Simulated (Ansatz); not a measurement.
Run on PbS (zincblende type): DFT, PBEsol, PAW with Ansatz's default frozen-core files, scalar-relativistic (Ansatz 0.2.0). This run: volume at 0.8 of the series' base cell.

The cell comes from a relaxation on PAW files under the same functional, begun from a prototype that needn't be the stable phase.

Command: `ansatz run input.yaml --threads 1 --pin off --max-ram 2048MiB --backend cpu --events-out ev --progress --plain --runs-dir out` It took 8.2 s on 1 thread of Arm Neoverse V1, on a shared host, peak memory 0.36 GiB.

```yaml
crystal:
  lattice:
    - [0.0, 3.0369633553, 3.0369633553]
    - [3.0369633553, 0.0, 3.0369633553]
    - [3.0369633553, 3.0369633553, 0.0]
  atoms:
    - { symbol: Pb, position: [0.0, 0.0, 0.0] }
    - { symbol: S, position: [0.25, 0.25, 0.25] }
kpoints:
  mp_grid: { grid: [12, 12, 12] }
scf:
  occupations: { method: fermi_dirac, width: 0.05 }
hamiltonian:
  xc: pbesol
  pseudopotentials: { kind: paw }
output:
  forces: true
  stress: true
  eigenvalues: true
  populations: true
  write_density: true
  write_potential: true
  elf: true
  volumetric_format: npy
```

Output:

```
Engine: ansatz 0.2.0
Pseudopotentials: kind: paw
Pseudopotential: Pb, paw, valence charge 14, recommended cutoff 420 eV (normal), Pb.paw.azcp
Pseudopotential: S, paw, valence charge 6, recommended cutoff 420 eV (normal), S.paw.azcp
Functional definition: PBEsol
  exchange = pbesol_x
  correlation = pbesol_c
Crystal: 2 atoms, lattice volume = 56.021 Å³
Basis set: ecut = 420 eV, 1067 PW (Γ), exchange–correlation on 60×60×60 points (8 copies of the dense FFT grid, shifted against one another)
Bands: 14, of which v1, the nominal top of the filled ones, is band 10 counted from 1 (9 counted from 0)
Symmetry: 24 space group operations
Space group: F-43m (ITA 216), of the structure as read, at distance tolerance 3.8e-5 Å
k-points: 72 of 1728 (time reversal used)
Non-local potential: Pb, projectors of the file, l = 0: 2, l = 1: 2, l = 2: 2, l = 3: 2
Non-local potential: S, projectors of the file, l = 0: 2, l = 1: 2, l = 2: 2
PAW form: soft (Blöchl's): semilocal exchange-correlation on the pseudo side does not see the compensation charge
PAW frozen core: Pb, regenerated for the run's functional, and the local potential with it (the file was generated under x = pbe(κ = 0.804, μ = 0.2195149727645171), c = pbe(β = 0.06672455060314922))
PAW frozen core: S, regenerated for the run's functional, and the local potential with it (the file was generated under x = pbe(κ = 0.804, μ = 0.2195149727645171), c = pbe(β = 0.06672455060314922))
PAW one-centre angular grid: Pb, 590 points (default); XC on 64 Gauss nodes
PAW one-centre angular grid: S, 110 points (default); XC on 64 Gauss nodes
Initial density: superposition of atomic densities (neutral atoms: chi_scale 0, normalization atom), corrected by the library's trained network
Initial wavefunctions: pseudopotential atomic-orbital guess
Functional: x = pbesol(κ = 0.804, μ = 0.12345679012345678), c = pbesol(β = 0.046)
SCF iter   1: F=—  HF=-12639.908237 eV  |F-HF|=—  |Δ(HF+E_count)|=         —  Δρ=2.79e-3  dr2=5.59e-3  ethr=1.77e-3  ⟨swp⟩=7.0  Hψ=6576  notcnv=0
preconditioner: auto → none  [insulator: Δε(μ)=0.117 eV  Ē_g=15.471 eV  σ=0.050 eV  W_gap=0.52  n_scr=14 (ndim 8)  ℏωp=22.2 eV  f_vac=0.041  D(μ)=0.31/eV (n_scr^D=0)  ε∞_Penn≈3.1]
SCF iter   2: F=—  HF=-12639.905754 eV  |F-HF|=—  |Δ(HF+E_count)|=   2.48e-3  Δρ=1.35e-3  dr2=9.49e-4  ethr=2.80e-5  ⟨swp⟩=2.4  Hψ=2083  notcnv=0
SCF iter   3: F=—  HF=-12639.905641 eV  |F-HF|=—  |Δ(HF+E_count)|=   1.12e-4  Δρ=5.31e-4  dr2=8.96e-5  ethr=4.74e-6  ⟨swp⟩=2.7  Hψ=1603  notcnv=0
SCF iter   4: F=—  HF=-12639.905703 eV  |F-HF|=—  |Δ(HF+E_count)|=   6.18e-5  Δρ=1.62e-4  dr2=6.58e-6  ethr=4.48e-7  ⟨swp⟩=1.9  Hψ=1204  notcnv=0
SCF iter   5: F=—  HF=-12639.905711 eV  |F-HF|=—  |Δ(HF+E_count)|=   7.80e-6  Δρ=2.54e-5  dr2=1.77e-7  ethr=3.29e-8  ⟨swp⟩=2.3  Hψ=1333  notcnv=0
SCF iter   6: F=-12639.905711 eV  HF=-12639.905711 eV  |F-HF|=1.82e-9  |Δ(HF+E_count)|=   3.06e-7  Δρ=1.74e-6  dr2=1.65e-9  ethr=5.00e-10  ⟨swp⟩=10.9  Hψ=7675  notcnv=0
SCF 1 converged in 6 iterations: F = -12639.905711 eV  dr2 = 1.65e-9
  greatest PAW one-centre occupation: 0.979 electrons in one spin orbital (limit 2), on the Pb atom at site 0 (counted from 0), in its partial waves of l = 2
SCF converged after 6 iterations
Free energy (F): -12639.905711 eV
Harris-Foulkes:  -12639.905711 eV  (|F-HF|=1.82e-9)
Internal energy: -12639.903384 eV  (E = F + TS)
E sigma→0 (E₀):  -12639.904548 eV
Entropy (-TS):   -0.002327 eV (-1.164 meV/atom)
Fermi energy:    7.934696 eV
--- Per-component energies (eV) ---
  E_band       = -73.848080
  E_kinetic    = 400.053791
  E_local      = -1395.347848  (includes V_loc(G=0)·N_el)
  E_nonlocal   = 381.234009
  E_hartree    = 549.987526
  E_xc         = -317.828242
  E_vxc        = -223.330185  (∫ρ·V_xc dr)
  E_paw        = -10837.569103  (= ΣΔE_a)
  E_vpaw       = -336.432203  (= ΣTr[D̂ρ^β])
  E_aug_tail   = 0.000046  (compensation charges beyond the density's cutoff)
  E_ewald      = -1420.557629
  E_core_change = 0.124066  (= ΣΔE_core)
  E_smearing   = -0.002327  (= −TS)
  E_closure    = 0.000000  (closes the sum)
  Σ components = -12639.905711   (vs F -12639.905711, Δ=0.00e0)
--- Forces (eV/Å), atoms counted from 1 ---
  atom   1  Pb    -0.00000000    -0.00000000     0.00000000
  atom   2  S      0.00000000    -0.00000000     0.00000000
  max |Σ_I F_I| component: 5.18e-16 eV/Å
--- Stress (GPa, compression-positive) ---
       13.526956       0.000000       0.000000
       -0.000000      13.526956       0.000000
       -0.000000       0.000000      13.526956
  P = ⅓ Tr σ = 13.5270 GPa (135.270 kbar)
--- Band table (eV; the first three rows and the last of 72) ---
  k-point 0: bands = ["-9.1577", "-9.1577", "-9.1577", "-9.0344", "-9.0344", "-6.6954", "2.5052", "5.2511", "5.2511", "5.2511", "10.0059", "10.0059", "10.0059", "13.1317"]
  k-point 1: bands = ["-9.1677", "-9.1550", "-9.1550", "-9.0344", "-9.0344", "-6.6276", "2.2099", "5.1899", "5.1899", "5.3860", "9.8787", "10.1032", "10.1032", "13.6049"]
  k-point 2: bands = ["-9.1939", "-9.1480", "-9.1480", "-9.0339", "-9.0339", "-6.4331", "1.5163", "5.0338", "5.0338", "5.5828", "9.8373", "10.3425", "10.3425", "14.4951"]
  k-point 71: bands = ["-9.3264", "-9.1113", "-9.0809", "-9.0483", "-9.0222", "-4.8071", "-1.3648", "3.1329", "3.1361", "7.9793", "10.1074", "10.6320", "12.7202", "14.1795"]
--- Löwdin populations: 2 sites ---
  site symbol       q [e]
     0     Pb     13.5570
     1      S      6.3442
  spilling = 0.004941 (of n_electrons = 20.000000)
```

populations.tsv:

```
# site	symbol	l	j	q
# orbitals = lowdin
# n_electrons = 20.000000
# spilling = 0.004941
0	Pb	0_6S	-	1.900453
0	Pb	1_6P	-	1.669328
0	Pb	2_5D	-	9.987181
1	S	0_3S	-	1.740955
1	S	1_3P	-	4.603257
```

Next run (volume at 0.72 of the series' base cell), as changes to the input before:

```diff
   lattice:
-    - [0.0, 3.0369633553, 3.0369633553]
-    - [3.0369633553, 0.0, 3.0369633553]
-    - [3.0369633553, 3.0369633553, 0.0]
+    - [0.0, 2.932155881, 2.932155881]
+    - [2.932155881, 0.0, 2.932155881]
+    - [2.932155881, 2.932155881, 0.0]
   atoms:
```

Results part of the output:

```
SCF 1 converged in 7 iterations: F = -12639.263419 eV  dr2 = 1.59e-8
  greatest PAW one-centre occupation: 0.979 electrons in one spin orbital (limit 2), on the Pb atom at site 0 (counted from 0), in its partial waves of l = 2
SCF converged after 7 iterations
Free energy (F): -12639.263419 eV
Harris-Foulkes:  -12639.263419 eV  (|F-HF|=7.64e-9)
Internal energy: -12639.257153 eV  (E = F + TS)
E sigma→0 (E₀):  -12639.260286 eV
Entropy (-TS):   -0.006266 eV (-3.133 meV/atom)
Fermi energy:    9.408373 eV
--- Per-component energies (eV) ---
  E_band       = -50.311980
  E_kinetic    = 403.957485
  E_local      = -1319.292432  (includes V_loc(G=0)·N_el)
  E_nonlocal   = 381.782245
  E_hartree    = 522.914212
  E_xc         = -319.143403
  E_vxc        = -225.083051  (∫ρ·V_xc dr)
  E_paw        = -10838.265098  (= ΣΔE_a)
  E_vpaw       = -337.505544  (= ΣTr[D̂ρ^β])
  E_aug_tail   = 0.000052  (compensation charges beyond the density's cutoff)
  E_ewald      = -1471.334280
  E_core_change = 0.124066  (= ΣΔE_core)
  E_smearing   = -0.006266  (= −TS)
  E_closure    = 0.000000  (closes the sum)
  Σ components = -12639.263419   (vs F -12639.263419, Δ=0.00e0)
--- Forces (eV/Å), atoms counted from 1 ---
  atom   1  Pb    -0.00000000     0.00000000     0.00000000
  atom   2  S      0.00000000    -0.00000000    -0.00000000
  max |Σ_I F_I| component: 3.33e-16 eV/Å
--- Stress (GPa, compression-positive) ---
       23.856646      -0.000000      -0.000000
       -0.000000      23.856646       0.000000
       -0.000000       0.000000      23.856646
  P = ⅓ Tr σ = 23.8566 GPa (238.566 kbar)
--- Band table (eV; the first three rows and the last of 72) ---
  k-point 0: bands = ["-7.9087", "-7.9087", "-7.9087", "-7.7232", "-7.7232", "-6.1282", "4.3663", "6.4330", "6.4330", "6.4330", "11.3942", "11.3942", "11.3942", "14.8132"]
  k-point 1: bands = ["-7.9286", "-7.9046", "-7.9046", "-7.7232", "-7.7232", "-6.0411", "3.9348", "6.3605", "6.3605", "6.6708", "11.2636", "11.5053", "11.5053", "15.3286"]
  k-point 2: bands = ["-7.9782", "-7.8940", "-7.8940", "-7.7225", "-7.7225", "-5.7944", "3.0238", "6.1765", "6.1765", "6.9815", "11.2482", "11.7752", "11.7752", "16.2288"]
  k-point 71: bands = ["-8.1872", "-7.8370", "-7.7941", "-7.7455", "-7.7059", "-3.7324", "-0.4157", "3.9493", "3.9810", "9.6375", "11.4377", "12.2911", "14.0555", "16.2208"]
--- Löwdin populations: 2 sites ---
  site symbol       q [e]
     0     Pb     13.5916
     1      S      6.2771
  spilling = 0.006568 (of n_electrons = 20.000000)
```

Next run (volume at 0.64 of the series' base cell), as changes to the input before:

```diff
   lattice:
-    - [0.0, 2.932155881, 2.932155881]
-    - [2.932155881, 0.0, 2.932155881]
-    - [2.932155881, 2.932155881, 0.0]
+    - [0.0, 2.8192670396, 2.8192670396]
+    - [2.8192670396, 0.0, 2.8192670396]
+    - [2.8192670396, 2.8192670396, 0.0]
   atoms:
   mp_grid: { grid: [12, 12, 12] }
+  band_path:
+    path:
+      - [0.0, 0.0, 0.0]
+      - [-0.5, -0.5, 0.0]
+      - [-0.375, -0.375, 0.25]
+      - [-0.375, 0.0, 0.375]
+      - [0.0, 0.0, 0.0]
+      - [0.0, 0.0, 0.5]
+      - [-0.5, -0.25, 0.25]
+      - [-0.5, -0.5, 0.0]
+    npoints: 8
 scf:
   populations: true
-  write_density: true
-  write_potential: true
-  elf: true
-  volumetric_format: npy
+  dos: { projected: true, de: 0.2, e_range: [-14, 8] }
```

Results part of the output:

```
SCF 1 converged in 7 iterations: F = -12638.171220 eV  dr2 = 3.79e-8
  greatest PAW one-centre occupation: 0.979 electrons in one spin orbital (limit 2), on the Pb atom at site 0 (counted from 0), in its partial waves of l = 2
NSCF: frozen V_eff on 57 k-points
SCF converged after 7 iterations
Free energy (F): -12638.171220 eV
Harris-Foulkes:  -12638.171220 eV  (|F-HF|=7.74e-9)
Internal energy: -12638.165287 eV  (E = F + TS)
E sigma→0 (E₀):  -12638.168254 eV
Entropy (-TS):   -0.005933 eV (-2.966 meV/atom)
Fermi energy:    11.252667 eV
--- Per-component energies (eV) ---
  E_band       = -21.921960
  E_kinetic    = 408.988521
  E_local      = -1232.006490  (includes V_loc(G=0)·N_el)
  E_nonlocal   = 382.615476
  E_hartree    = 492.462911
  E_xc         = -320.643971
  E_vxc        = -227.096684  (∫ρ·V_xc dr)
  E_paw        = -10839.456532  (= ΣΔE_a)
  E_vpaw       = -339.350275  (= ΣTr[D̂ρ^β])
  E_aug_tail   = 0.000050  (compensation charges beyond the density's cutoff)
  E_ewald      = -1530.249317
  E_core_change = 0.124066  (= ΣΔE_core)
  E_smearing   = -0.005933  (= −TS)
  E_closure    = -0.000000  (closes the sum)
  Σ components = -12638.171220   (vs F -12638.171220, Δ=0.00e0)
--- Forces (eV/Å), atoms counted from 1 ---
  atom   1  Pb    -0.00000000     0.00000000     0.00000000
  atom   2  S      0.00000000    -0.00000000     0.00000000
  max |Σ_I F_I| component: 1.11e-16 eV/Å
--- Stress (GPa, compression-positive) ---
       39.930546      -0.000000      -0.000000
        0.000000      39.930546       0.000000
        0.000000       0.000000      39.930546
  P = ⅓ Tr σ = 39.9305 GPa (399.305 kbar)
--- Band table (eV; the first three rows and the last of 72) ---
  k-point 0: bands = ["-6.4614", "-6.4614", "-6.4614", "-6.1795", "-6.1795", "-5.4307", "6.6559", "7.9599", "7.9599", "7.9599", "13.0823", "13.0823", "13.0823", "16.9458"]
  k-point 1: bands = ["-6.5084", "-6.4552", "-6.4552", "-6.1796", "-6.1796", "-5.3053", "5.9890", "7.8716", "7.8716", "8.3873", "12.9569", "13.2109", "13.2109", "17.5048"]
  k-point 2: bands = ["-6.6079", "-6.4390", "-6.4390", "-6.1789", "-6.1789", "-4.9740", "4.8121", "7.6489", "7.6489", "8.8239", "12.9881", "13.5193", "13.5193", "18.3664"]
  k-point 71: bands = ["-6.9146", "-6.3487", "-6.2888", "-6.2156", "-6.1549", "-2.3243", "0.7193", "4.9777", "5.0710", "11.7090", "13.0959", "14.3076", "15.6961", "18.7722"]
--- Löwdin populations: 2 sites ---
  site symbol       q [e]
     0     Pb     13.6244
     1      S      6.1955
  spilling = 0.009004 (of n_electrons = 20.000000)
```

Next run (volume at 0.64 of the series' base cell, core large), as changes to the input before:

```diff
   mp_grid: { grid: [12, 12, 12] }
-  band_path:
-    path:
-      - [0.0, 0.0, 0.0]
-      - [-0.5, -0.5, 0.0]
-      - [-0.375, -0.375, 0.25]
-      - [-0.375, 0.0, 0.375]
-      - [0.0, 0.0, 0.0]
-      - [0.0, 0.0, 0.5]
-      - [-0.5, -0.25, 0.25]
-      - [-0.5, -0.5, 0.0]
-    npoints: 8
 scf:
   xc: pbesol
-  pseudopotentials: { kind: paw }
+  pseudopotentials: { kind: paw, core: large }
 output:
   eigenvalues: true
-  populations: true
-  dos: { projected: true, de: 0.2, e_range: [-14, 8] }
+  write_density: true
+  write_potential: true
+  elf: true
+  volumetric_format: npy
```

Results part of the output:

```
Warning: of Pb the run reads no dataset of the core that `hamiltonian.pseudopotentials.core` asks for: this build lists none beside the file that it uses, or the input names that file
SCF 1 converged in 7 iterations: F = -12638.171220 eV  dr2 = 3.79e-8
  Residual-converged pass: ⟨swp⟩=1.0  Hψ=1298  notcnv=0  max |occ|·‖R‖ = 7.1e-9 eV (tolerance 1.0e-8 eV)  dr2=3.79e-8  dr2_onsite=1.83e-9  max |Δocc| = 2.0e-10
  greatest PAW one-centre occupation: 0.979 electrons in one spin orbital (limit 2), on the Pb atom at site 0 (counted from 0), in its partial waves of l = 2
SCF converged after 7 iterations
Free energy (F): -12638.171220 eV
Harris-Foulkes:  -12638.171220 eV  (|F-HF|=7.74e-9)
Internal energy: -12638.165287 eV  (E = F + TS)
E sigma→0 (E₀):  -12638.168254 eV
Entropy (-TS):   -0.005933 eV (-2.966 meV/atom)
Fermi energy:    11.252667 eV
--- Per-component energies (eV) ---
  E_band       = -21.921960
  E_kinetic    = 408.988520
  E_local      = -1232.006489  (includes V_loc(G=0)·N_el)
  E_nonlocal   = 382.615477
  E_hartree    = 492.462910
  E_xc         = -320.643971
  E_vxc        = -227.096684  (∫ρ·V_xc dr)
  E_paw        = -10839.456532  (= ΣΔE_a)
  E_vpaw       = -339.350275  (= ΣTr[D̂ρ^β])
  E_aug_tail   = 0.000050  (compensation charges beyond the density's cutoff)
  E_ewald      = -1530.249317
  E_core_change = 0.124066  (= ΣΔE_core)
  E_smearing   = -0.005933  (= −TS)
  E_closure    = 0.000000  (closes the sum)
  Σ components = -12638.171220   (vs F -12638.171220, Δ=0.00e0)
--- Forces (eV/Å), atoms counted from 1 ---
  atom   1  Pb    -0.00000000     0.00000000    -0.00000000
  atom   2  S      0.00000000    -0.00000000    -0.00000000
  max |Σ_I F_I| component: 4.44e-16 eV/Å
--- Stress (GPa, compression-positive) ---
       39.930545       0.000000      -0.000000
       -0.000000      39.930545       0.000000
       -0.000000       0.000000      39.930545
  P = ⅓ Tr σ = 39.9305 GPa (399.305 kbar)
--- Band table (eV; the first three rows and the last of 72) ---
  k-point 0: bands = ["-6.4614", "-6.4614", "-6.4614", "-6.1795", "-6.1795", "-5.4307", "6.6559", "7.9599", "7.9599", "7.9599", "13.0823", "13.0823", "13.0823", "16.9458"]
  k-point 1: bands = ["-6.5084", "-6.4552", "-6.4552", "-6.1796", "-6.1796", "-5.3053", "5.9890", "7.8716", "7.8716", "8.3873", "12.9569", "13.2109", "13.2109", "17.5048"]
  k-point 2: bands = ["-6.6079", "-6.4390", "-6.4390", "-6.1789", "-6.1789", "-4.9740", "4.8121", "7.6489", "7.6489", "8.8239", "12.9881", "13.5193", "13.5193", "18.3664"]
  k-point 71: bands = ["-6.9146", "-6.3487", "-6.2888", "-6.2156", "-6.1549", "-2.3243", "0.7193", "4.9777", "5.0710", "11.7090", "13.0959", "14.3076", "15.6961", "18.7722"]
```

Next run (volume at 0.55 of the series' base cell), as changes to the input before:

```diff
   lattice:
-    - [0.0, 2.8192670396, 2.8192670396]
-    - [2.8192670396, 0.0, 2.8192670396]
-    - [2.8192670396, 2.8192670396, 0.0]
+    - [0.0, 2.6803846315, 2.6803846315]
+    - [2.6803846315, 0.0, 2.6803846315]
+    - [2.6803846315, 2.6803846315, 0.0]
   atoms:
   mp_grid: { grid: [12, 12, 12] }
+  band_path:
+    path:
+      - [0.0, 0.0, 0.0]
+      - [-0.5, -0.5, 0.0]
+      - [-0.375, -0.375, 0.25]
+      - [-0.375, 0.0, 0.375]
+      - [0.0, 0.0, 0.0]
+      - [0.0, 0.0, 0.5]
+      - [-0.5, -0.25, 0.25]
+      - [-0.5, -0.5, 0.0]
+    npoints: 8
 scf:
   xc: pbesol
-  pseudopotentials: { kind: paw, core: large }
+  pseudopotentials: { kind: paw }
 output:
   eigenvalues: true
+  populations: true
+  dos: { projected: true, de: 0.2, e_range: [-14, 8] }
   write_density: true
```

Results part of the output:

```
SCF 1 converged in 7 iterations: F = -12636.048201 eV  dr2 = 1.65e-8
  greatest PAW one-centre occupation: 0.978 electrons in one spin orbital (limit 2), on the Pb atom at site 0 (counted from 0), in its partial waves of l = 2
NSCF: frozen V_eff on 57 k-points
SCF converged after 7 iterations
Free energy (F): -12636.048201 eV
Harris-Foulkes:  -12636.048201 eV  (|F-HF|=2.62e-9)
Internal energy: -12636.042858 eV  (E = F + TS)
E sigma→0 (E₀):  -12636.045530 eV
Entropy (-TS):   -0.005343 eV (-2.672 meV/atom)
Fermi energy:    14.052655 eV
--- Per-component energies (eV) ---
  E_band       = 18.639580
  E_kinetic    = 416.996368
  E_local      = -1116.741385  (includes V_loc(G=0)·N_el)
  E_nonlocal   = 383.990901
  E_hartree    = 453.454167
  E_xc         = -322.822016
  E_vxc        = -230.013877  (∫ρ·V_xc dr)
  E_paw        = -10841.506806  (= ΣΔE_a)
  E_vpaw       = -342.500420  (= ΣTr[D̂ρ^β])
  E_aug_tail   = 0.000050  (compensation charges beyond the density's cutoff)
  E_ewald      = -1609.538203
  E_core_change = 0.124066  (= ΣΔE_core)
  E_smearing   = -0.005343  (= −TS)
  E_closure    = -0.000000  (closes the sum)
  Σ components = -12636.048201   (vs F -12636.048201, Δ=0.00e0)
--- Forces (eV/Å), atoms counted from 1 ---
  atom   1  Pb    -0.00000000    -0.00000000     0.00000000
  atom   2  S      0.00000000    -0.00000000     0.00000000
  max |Σ_I F_I| component: 1.76e-16 eV/Å
--- Stress (GPa, compression-positive) ---
       71.122498       0.000000      -0.000000
       -0.000000      71.122498       0.000000
       -0.000000       0.000000      71.122498
  P = ⅓ Tr σ = 71.1225 GPa (711.225 kbar)
--- Band table (eV; the first three rows and the last of 72) ---
  k-point 0: bands = ["-4.5033", "-4.5033", "-4.5033", "-4.3846", "-4.0452", "-4.0452", "9.9607", "10.3332", "10.3332", "10.3332", "15.5088", "15.5088", "15.5088", "20.1457"]
  k-point 1: bands = ["-4.7004", "-4.4931", "-4.4931", "-4.0939", "-4.0455", "-4.0455", "8.8318", "10.2178", "10.2178", "11.1449", "15.4067", "15.6641", "15.6641", "20.7548"]
  k-point 2: bands = ["-4.8830", "-4.4667", "-4.4667", "-4.0447", "-4.0447", "-3.6316", "7.3402", "9.9298", "9.9298", "11.6665", "15.5317", "16.0302", "16.0302", "21.2000"]
  k-point 71: bands = ["-5.2469", "-4.3123", "-4.2280", "-4.1072", "-4.0087", "-0.1247", "2.3526", "6.5354", "6.7601", "14.7499", "15.5485", "17.1703", "18.1065", "22.5173"]
--- Löwdin populations: 2 sites ---
  site symbol       q [e]
     0     Pb     13.6506
     1      S      6.0852
  spilling = 0.013213 (of n_electrons = 20.000000)
```

Spin–orbit coupling is left out, which matters for the heavy atoms. The PAW files were made under PBE. The structure type is held throughout; the real material can change phase at far lower pressure.
